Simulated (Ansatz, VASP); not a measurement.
# SiC (Moissanite) in VASP and in Ansatz

```
CELL_PARAMETERS angstrom
3.09637 0.00000 0.00000
-1.54819 2.68154 0.00000
0.00000 0.00000 5.08143
ATOMIC_POSITIONS crystal
Si 0.66667 0.33333 0.50000
Si 0.33333 0.66667 0.00000
C 0.66667 0.33333 0.88500
C 0.33333 0.66667 0.38500
```

Change from the starting cell: volume scaled by 1.02.

Alike in both runs: task single point; functional PBEsol; k mesh 10 × 10 × 5; occupations fermi-dirac, width 0.05 eV; no spin polarisation.

|  | VASP | Ansatz |
| --- | --- | --- |
| version | VASP 6.6.1 | Ansatz 0.2.0 |
| potentials or method | VASP PAW PBE potentials, release 64 (Si, C), cutoff 520 eV | all-electron LAPW, scalar-relativistic |

Ansatz gave:

```
gap on the k mesh at the Fermi level (eV)       : 2.36
least direct gap on the mesh (eV)               : 3.92
pressure (GPa)                                  : -4.0
largest component of the traceless stress (GPa) : 2.69
rms of the force components (eV/Å)              : 0.413
```

**Question.** Estimate VASP's values.

**Answer.** gap on the k mesh at the Fermi level (eV): 2.35; least direct gap on the mesh (eV): 3.92; pressure (GPa): -3.7; largest component of the traceless stress (GPa): 2.77; rms of the force components (eV/Å): 0.416.

Atom by atom the forces differ by 0.003 eV/Å (rms over components). Ansatz ran all-electron here, so the differences hold the error of VASP's frozen core and of both bases.

Caveats: an odd mesh through Γ misses points on the zone boundary, where band edges often lie; the PAW data sets were made with another functional, which shifts forces and pressure a little (VASP).
